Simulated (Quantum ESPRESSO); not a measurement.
**Fe under changes of volume**

One of the cells (11.435 Å³/atom); the others are scaled copies at fixed shape and fractional positions:

```
Fe
1.0
     0.00000    1.94174    1.96511
     1.49844    0.00000    1.96511
     1.49844    1.94174    0.00000
Fe
1
Direct
  0.00000 0.00000 0.00000
```

* Program: Quantum ESPRESSO 7.5
* Functional: LDA
* Potentials or basis: GBRV 1.5 LDA
* Cutoff: 762 eV
* Density cutoff: 6095 eV
* k mesh: 13 × 13 × 13
* Occupations: fermi-dirac, width 0.05 eV
* Spin: collinear spin, ferromagnetic start
* Starting moments: [3.0] μB

```tsv
volume (Å³/atom)	energy over the lowest point (meV/atom)	pressure (GPa)	moment (μB per cell)
10.749	0.00	-6.6	2.08
10.978	12.66	-10.8	2.12
11.207	30.75	-14.4	2.16
11.435	53.45	-17.5	2.21
11.664	80.14	-20.0	2.26
11.893	110.25	-22.4	2.30
12.121	?	?	?
```

What does the run at 12.121 Å³/atom give?

Energy over the lowest point 143.65 meV/atom; pressure -24.5 GPa; moment 2.34 μB per cell.

Worked out: A Birch-Murnaghan fit of order 3 (a polynomial in V^(-2/3)) to the other rows has its minimum at 10.44 Å³/atom, just outside them, with B0 = V·E''(V) = 250 GPa and B' = 5.9 at fixed shape and positions, which overstates the stiffness. It gives 143.03 meV/atom at 12.121 Å³/atom, against the run's 143.65, and -dE/dV = -23.9 GPa, against -24.5. A straight line through the other rows of the moment, of slope 0.196 μB per Å³/atom, extrapolates to 2.35 μB, against the run's 2.34.

Energies are extrapolated to zero smearing.
